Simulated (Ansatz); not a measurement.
Input and command of a calculation in Ansatz (plane waves; scalar-relativistic PAW potentials unless the input names others):

```yaml
crystal:
  lattice:
    - [4.043499, 0.0, 0.0]
    - [0.0, 4.043499, 0.0]
    - [0.0, 0.0, 4.043499]
  atoms:
    - { symbol: K, position: [0.0, 0.0, 0.0] }
    - { symbol: Br, position: [0.5, 0.5, 0.5] }
basis:
  ecutwfc: 420
kpoints:
  mp_grid: { grid: [6, 6, 6], shift: [0.5, 0.5, 0.5] }
hamiltonian:
  xc: pbe
scf:
  occupations: { method: gaussian, width: 0.05 }
output:
  forces: true
  eigenvalues: true
  stress: true
```

```bash
ansatz run input.yaml --threads 1 --pin off --max-ram 1228MiB --backend cpu --events-out ev --progress --plain --runs-dir out
```

Abridged log:
```
Pseudopotentials: kind: paw
Pseudopotential: K, paw, valence charge 9, recommended cutoff 420 eV (normal)
Pseudopotential: Br, paw, valence charge 7, recommended cutoff 420 eV (normal)
Functional definition: PBE
Crystal: 2 atoms, lattice volume = 66.111 Å³
Basis set: ecut = 420 eV, 1309 PW (Γ), exchange–correlation on 60×60×60 points (8 copies of the dense FFT grid, shifted against one another)
Bands: 12, of which v1, the nominal top of the filled ones, is band 8 counted from 1 (7 counted from 0)
Symmetry: 48 space group operations
Space group: Pm-3m (ITA 221), of the structure as read, at distance tolerance 4.0e-5 Å
k-points: 10 of 216
Initial density: superposition of atomic densities (neutral atoms: chi_scale 0, normalization atom), corrected by the library's trained network
Initial wavefunctions: pseudopotential atomic-orbital guess
Functional: x = pbe(κ = 0.804, μ = 0.21951497), c = pbe(β = 0.06672455)
SCF iter   1: F=—  HF=-4324.358443 eV  |F-HF|=—  |Δ(HF+E_count)|=         —  Δρ=4.14e-4  dr2=1.94e-4  ethr=1.77e-3  ⟨swp⟩=7.1  Hψ=833  notcnv=0
SCF iter   2: F=—  HF=-4324.358419 eV  |F-HF|=—  |Δ(HF+E_count)|=   2.41e-5  Δρ=1.77e-4  dr2=2.83e-5  ethr=1.21e-6  ⟨swp⟩=2.4  Hψ=298  notcnv=0
SCF iter   3: F=—  HF=-4324.358471 eV  |F-HF|=—  |Δ(HF+E_count)|=   5.20e-5  Δρ=8.91e-5  dr2=7.02e-6  ethr=1.77e-7  ⟨swp⟩=2.0  Hψ=190  notcnv=0
SCF iter   4: F=—  HF=-4324.358471 eV  |F-HF|=—  |Δ(HF+E_count)|=   9.51e-8  Δρ=2.82e-5  dr2=8.65e-7  ethr=4.39e-8  ⟨swp⟩=2.0  Hψ=190  notcnv=0
SCF iter   5: F=—  HF=-4324.358471 eV  |F-HF|=—  |Δ(HF+E_count)|=   1.41e-9  Δρ=1.58e-5  dr2=2.86e-7  ethr=5.41e-9  ⟨swp⟩=2.0  Hψ=170  notcnv=0
SCF iter   6: F=-4324.358471 eV  HF=-4324.358471 eV  |F-HF|=3.05e-8  |Δ(HF+E_count)|=   5.03e-8  Δρ=6.18e-6  dr2=4.07e-8  ethr=6.25e-10  ⟨swp⟩=5.5  Hψ=502  notcnv=0
SCF 1 converged in 6 iterations: F = -4324.358471 eV  dr2 = 4.07e-8
SCF converged after 6 iterations
Free energy (F): -4324.358471 eV
Harris-Foulkes:  -4324.358471 eV  (|F-HF|=3.05e-8)
Internal energy: -4324.358471 eV  (E = F + TS)
E sigma→0 (E₀):  -4324.358471 eV
Fermi energy:    4.403405 eV
--- Forces (eV/Å), atoms counted from 1 ---
  atom   1  K      0.00000000     0.00000000     0.00000000
  atom   2  Br     0.00000000     0.00000000     0.00000000
--- Stress (GPa, compression-positive) ---
       -0.052210       0.000000       0.000000
        0.000000      -0.052210       0.000000
        0.000000       0.000000      -0.052210
  P = ⅓ Tr σ = -0.0522 GPa (-0.522 kbar)
```

Apart from outputs and empty bands, the input differs from a reference run on usual settings in kpoints.mp_grid.shift: not typed → [0.5, 0.5, 0.5]. The reference, at the same geometry, gave pressure -0.05 GPa, largest force 0.000 eV/Å, gap on the mesh 3.86 eV. This run converged in 6 SCF iterations (reference: 6) with an energy at zero smearing 0.11 meV/atom below the reference's, pressure -0.05 GPa, largest force 0.000 eV/Å, gap on the mesh 4.52 eV.